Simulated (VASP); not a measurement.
Here is a VASP 6.6.1 calculation.

INCAR

```
SYSTEM = MgS
ALGO = Fast ; EDIFF = 1E-7
EDIFFG = -0.01 ; ENCUT = 600
GGA = PE ; IBRION = 2
ISIF = 3 ; ISMEAR = -1
LASPH = .True. ; LCHARG = .False.
LREAL = .False. ; LWAVE = .False.
NELM = 60 ; NSW = 40
PREC = Accurate ; PSTRESS = 50
SIGMA = 0.05
```

File KPOINTS:

```
k-points
0
Gamma
  9 9 9
  0 0 0
```

The input POSCAR:

```
MgS
1.0
    0.0000000000      2.6016500000      2.6016500000
    2.6016500000      0.0000000000      2.6016500000
    2.6016500000      2.6016500000      0.0000000000
S Mg
1 1
Direct
    0.5000000000      0.5000000000      0.5000000000
    0.0000000000      0.0000000000      0.0000000000
```

Potentials or basis: VASP PAW PBE potentials, release 64 (S, Mg).

Run with:

```bash
$ cat potpaw_PBE.64/S/POTCAR potpaw_PBE.64/Mg/POTCAR > POTCAR
$ mpirun -np 1 vasp_std > vasp.out
```

Problem. Predict the relaxed cell.

Solution. a = 3.621 Å, b = 3.621 Å, c = 3.621 Å, α = 60.00°, β = 60.00°, γ = 60.00°.

Problem. What does it give for the relaxed volume?

Solution. 16.79 Å³/atom.

Problem. Predict the space group after relaxing (to 0.05 Å).

Solution. Fm-3m (No. 225).

The path:
| step | energy change (eV) | largest force (eV/Å) | pressure (GPa) | volume (Å³) |
| --- | --- | --- | --- | --- |
| 1 | 0.0000 | 0.0000 | 0.89 | 35.22 |
| 2 | 0.0518 | 0.0000 | 6.80 | 32.97 |
| 3 | 0.0294 | 0.0000 | 5.02 | 33.58 |

Caveat: the cell is relaxed towards a set pressure, so the enthalpy falls and the energy may rise.
